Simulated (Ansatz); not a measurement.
InP:

```
In P
1.0
     0.00000    2.93050    2.93050
     2.93050    0.00000    2.93050
     2.93050    2.93050    0.00000
In P
1 1
Direct
  0.00000 0.00000 0.00000
  0.75000 0.75000 0.75000
```

Program: Ansatz 0.2.0. Alike in all runs: task single point; potentials or basis all-electron PAW datasets made for the crystal; no spin polarisation; cell as given; k mesh 4 × 4 × 4; smearing fermi-dirac 0.05 eV; the mesh is coarse, so values aren't converged.

Problem. Order these runs on this cell by their band gap on the k mesh, lowest first.
A. level PBE; cutoff (eV) 240
B. level HSE06; cutoff (eV) 270
C. level PBE0; cutoff (eV) 270

Solution. A (0.70 eV), B (1.54 eV), C (2.20 eV).

Caveats: all runs use coarse meshes; spin-orbit coupling is left out, which moves the levels of the heavy elements.
